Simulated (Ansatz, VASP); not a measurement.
Given: the input of a run of VASP 6.6.1 on I.

Contents of INCAR:

```
PREC     = Accurate       # precision mode
ENCUT    = 520            # plane-wave cutoff, eV
EDIFF    = 1E-7           # SCF threshold, eV
ISMEAR   = -1             # smearing method
SIGMA    = 0.05           # smearing width, eV
LREAL    = False          # projectors in reciprocal space
LASPH    = True           # aspherical terms in the spheres
NELM     = 60             # most SCF steps
ALGO     = Normal         # electronic algorithm
ISIF     = 2              # what is computed and relaxed
LWAVE    = False          # write WAVECAR
LCHARG   = True           # write CHGCAR
LELF     = True           # ELF
LVHAR    = True         
NBANDS   = 22             # bands
```

The input KPOINTS:

```
Automatic mesh
0
Gamma
  7 7 3
```

Contents of POSCAR:

```
I
1.0
    3.5608297907     -2.3461283221      0.0000000000
    3.5608297907      2.3461283221      0.0000000000
    0.0000000000      0.0000000000      9.5935177805
I
4
Direct
    0.6493000000      0.3507000000      0.3844000000
    0.1493000000      0.8507000000      0.1156000000
    0.3507000000      0.6493000000      0.6156000000
    0.8507000000      0.1493000000      0.8844000000
```

Potentials or basis: VASP PAW LDA potentials, release 64 (I).

Command:

```sh
$ cat potpaw_LDA.64/I/POTCAR > POTCAR
$ mpirun -np 1 vasp_std > vasp.out
```

**Question.** Translate it to Ansatz 0.2.0. Potentials there: all-electron LAPW, scalar-relativistic.

**Answer.** As run (the cutoff follows the program's own potentials):

File input.yaml:

```yaml
crystal:
  lattice:
    - [3.5608297907, -2.3461283221, 0.0]
    - [3.5608297907, 2.3461283221, 0.0]
    - [0.0, 0.0, 9.5935177805]
  atoms:
    - { symbol: I, position: [0.6493, 0.3507, 0.3844] }
    - { symbol: I, position: [0.1493, 0.8507, 0.1156] }
    - { symbol: I, position: [0.3507, 0.6493, 0.6156] }
    - { symbol: I, position: [0.8507, 0.1493, 0.8844] }
kpoints:
  mp_grid: { grid: [7, 7, 3] }
scf:
  occupations: { method: fermi_dirac, width: 0.05 }
hamiltonian:
  xc: lda
  pseudopotentials: { kind: all_electron, lapw: { basis_error: 0.002 } }
output:
  forces: true
  stress: true
  eigenvalues: true
```

Potentials or basis: all-electron LAPW, scalar-relativistic.

The run is started by

```sh
$ ansatz run input.yaml --threads 2 --pin off --max-ram 8192MiB --backend cpu --events-out ev --progress --plain --runs-dir out
```

Both were run:

|  | VASP | Ansatz | Ansatz less VASP |
| --- | --- | --- | --- |
| gap on the k mesh at the Fermi level (eV) | 1.36 | 1.36 | +0.008 |
| least direct gap on the mesh (eV) | 1.49 | 1.50 | +0.009 |
| pressure (GPa) | 0.8 | 0.8 | +0.01 |
| largest component of the traceless stress (GPa) | 2.03 | 2.01 | -0.020 |
| rms of the force components (eV/Å) | 0.759 | 0.755 | -0.0041 |

Atom by atom the forces differ by 0.004 eV/Å (rms over components). Ansatz ran all-electron here, so the differences hold the error of VASP's frozen core and of both bases.

Caveats: spin-orbit coupling is left out, which moves the levels of the heavy elements; an odd mesh through Γ misses points on the zone boundary, where band edges often lie; forces of over 1 eV/Å show positions far from the minimum, so gaps and moduli don't describe the material at rest.
